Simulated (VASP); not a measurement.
CdS:

```
CELL_PARAMETERS angstrom
0.00000 2.94295 2.94295
2.94295 0.00000 2.94295
2.94295 2.94295 0.00000
ATOMIC_POSITIONS crystal
Cd 0.00000 0.00000 0.00000
S 0.75000 0.75000 0.75000
```

The cell is a database's computed one.

| Quantity | Value |
| --- | --- |
| Program | VASP 6.6.1 |
| Task | relaxation of cell and atoms |
| Functional | PBEsol |
| Potentials or basis | VASP PAW PBE potentials, release 64 (Cd, S) |
| Cutoff | 580 eV |
| k mesh | 8 × 8 × 8 |
| Occupations | gaussian, width 0.02 eV |
| Spin | no spin polarisation |

At the start: pressure -1.5 GPa; volume 25.49 Å³/atom.

Where does the relaxation end?

Over 3 steps the energy falls by 3.1 meV/atom and the volume is 24.84 Å³/atom (-2.5 %); space group F-43m (No. 216, to 0.05 Å).

The path:
| step | energy change (eV) | largest force (eV/Å) | pressure (GPa) | volume (Å³) |
| --- | --- | --- | --- | --- |
| 1 | 0.0000 | 0.0000 | -1.48 | 50.98 |
| 2 | -0.0054 | 0.0000 | 0.54 | 49.26 |
| 3 | -0.0061 | 0.0000 | -0.02 | 49.68 |

Final structure:
```
Cd S
1.0
     0.00000    2.91785    2.91785
     2.91785    0.00000    2.91785
     2.91785    2.91785    0.00000
Cd S
1 1
Direct
  0.00000 0.00000 0.00000
  0.75000 0.75000 0.75000
```

Caveat: the PAW data sets were made with another functional, which shifts forces and pressure a little.
